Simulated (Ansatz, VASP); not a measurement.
CsI: VASP beside Ansatz

The input INCAR:

```
SYSTEM = CsI
PREC = Accurate ; ENCUT = 520
EDIFF = 1E-7 ; ISMEAR = 0
SIGMA = 0.01 ; LREAL = .FALSE.
LASPH = .TRUE. ; NELM = 150
ALGO = Normal ; ISIF = 2
LWAVE = .FALSE. ; LCHARG = .TRUE.
MAGMOM = 0 0 0 0 0 0 ; LORBIT = 11
LSORBIT = .TRUE. ; GGA_COMPAT = .FALSE.
LORBMOM = .TRUE. ; GGA = PE
LVHAR = .TRUE. ; NBANDS = 28
```

Contents of KPOINTS:

```
Automatic mesh
0
G
  4 4 4
  0 0 0
```

POSCAR

```
CsI
1.0
    4.6081404514      0.0000000000      0.0000000000
    0.0000000000      4.6081404514      0.0000000000
    0.0000000000      0.0000000000      4.6081404514
Cs I
1 1
Direct
    0.0000000000      0.0000000000      0.0000000000
    0.5000000000      0.5000000000      0.5000000000
```

Input for Ansatz:

```yaml
crystal:
  lattice:
    - [4.6081404514, 0.0, 0.0]
    - [0.0, 4.6081404514, 0.0]
    - [0.0, 0.0, 4.6081404514]
  atoms:
    - { symbol: Cs, position: [0.0, 0.0, 0.0] }
    - { symbol: I, position: [0.5, 0.5, 0.5] }
kpoints:
  mp_grid: { grid: [4, 4, 4] }
hamiltonian:
  xc: pbe
scf:
  occupations: { method: fixed }
  n_extra_bands: 24
magnetization:
  noncollinear: true
  spin_orbit: true
output:
  optics: { e_range: [0, 18], de: 0.05, sigma: 0.1, bands: scf }
  write_density: true
  write_potential: true
  elf: true
  volumetric_format: npy
```

Alike in both runs: task single point; functional PBE; k mesh 4 × 4 × 4; non-collinear spin, spin-orbit coupling.

|  | VASP | Ansatz |
| --- | --- | --- |
| version | VASP 6.6.1 | Ansatz 0.2.0 |
| potentials or method | VASP PAW PBE potentials, release 64 (Cs_sv, I) | plane waves, PAW |
| plane-wave cutoff (eV) | 520 | 420 |
| occupations | gaussian, width 0.01 eV | fixed |
| valence electrons in the cell | 16 | 26 |

|  | VASP | Ansatz | Ansatz less VASP |
| --- | --- | --- | --- |
| gap on the k mesh at the Fermi level (eV) | 3.55 | 3.56 | +0.010 |
| net moment per atom (μB) | 0.00 | 0.00 | 0.000 |

The two sets of potentials don't hold the same shells in valence. Ansatz warned: «optics_gap_not_shown_off_mesh».
